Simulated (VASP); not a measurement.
Calculation: PBEsol GGA, VASP's PBE PAW potentials (set 64) (plane waves; VASP).

Gaps are without spin-orbit coupling.

Task: Order these relaxed crystals by band gap, smallest first: ZnCdSe2, R3m (160); NaHF2, R-3m (166); Cd2TeSe, P-4m2 (115); CsCl, Pm-3m (221).

Result: Cd2TeSe, P-4m2 (115) (0.41 eV), ZnCdSe2, R3m (160) (0.62 eV), CsCl, Pm-3m (221) (5.21 eV), NaHF2, R-3m (166) (6.92 eV)
